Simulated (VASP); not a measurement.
VASP 6.6.1 run: Si

INCAR

```
SIGMA = 0.05
NELM = 120
ALGO = Normal
ISIF = 2
NSW = 0
LASPH = .TRUE.
LWAVE = .FALSE.
ENCUT = 520
PREC = High
NBANDS = 8
ISMEAR = 1
METAGGA = R2SCAN
IBRION = -1
LCHARG = .FALSE.
EDIFF = 1E-7
LREAL = .FALSE.
```

KPOINTS

```
KPOINTS created by Atomic Simulation Environment
0
Gamma
8 8 8
0 0 0
```

POSCAR

```
Si
 1.0000000000000000
     0.0000000000000000    2.7221188956232685    2.7221188956232685
     2.7221188956232685    0.0000000000000000    2.7221188956232685
     2.7221188956232685    2.7221188956232685    0.0000000000000000
 Si
   2
Cartesian
  0.0000000000000000 -0.0000000000000000  0.0000000000000000
  1.3610594478116342  1.3610594478116342  1.3610594478116342
```

The recommended PBE PAW datasets give the neutral cell 8 valence electrons.

Command

```
mpirun -np 1 vasp_std
```

Q: Predict the outcome of this run.

A: It converged. Results: gap between bands v and c on the k mesh 0.83 eV; least direct gap on the k mesh 2.75 eV; pressure -0.2 GPa. Band v is the last that the valence electrons fill when counted band by band, and c is the next.

OSZICAR

```
N       E                     dE             d eps       ncg     rms          rms(c)
DAV:   1    -0.263000311037E-01   -0.26300E-01   -0.32981E+03   464   0.787E+02
DAV:   2    -0.185005534240E+02   -0.18474E+02   -0.18027E+02   720   0.871E+01
DAV:   3    -0.187136200197E+02   -0.21307E+00   -0.21307E+00   576   0.116E+01
DAV:   4    -0.187144048485E+02   -0.78483E-03   -0.78483E-03   760   0.779E-01
DAV:   5    -0.187144053330E+02   -0.48449E-06   -0.48428E-06   600   0.182E-02    0.599E+00
DAV:   6    -0.175500357295E+02    0.11644E+01   -0.14258E-01   568   0.293E+00    0.412E+00
DAV:   7    -0.175481947569E+02    0.18410E-02   -0.15842E-01   584   0.255E+00    0.326E-01
DAV:   8    -0.175471882968E+02    0.10065E-02   -0.50120E-03   544   0.508E-01    0.375E-01
DAV:   9    -0.175472990185E+02   -0.11072E-03   -0.34170E-04   704   0.195E-01    0.747E-02
DAV:  10    -0.175473185816E+02   -0.19563E-04   -0.67805E-06   616   0.269E-02    0.632E-03
DAV:  11    -0.175473230688E+02   -0.44872E-05   -0.11140E-06   680   0.964E-03    0.319E-03
DAV:  12    -0.175473231673E+02   -0.98534E-07   -0.41999E-08   384   0.168E-03
   1 F= -.17547323E+02 E0= -.17547329E+02  d E =0.169861E-04
```

For comparison, a separate r²SCAN run of the intended cell, on usual settings and not on those above, gives a gap of 0.83 eV on its mesh and a pressure of -0.2 GPa.
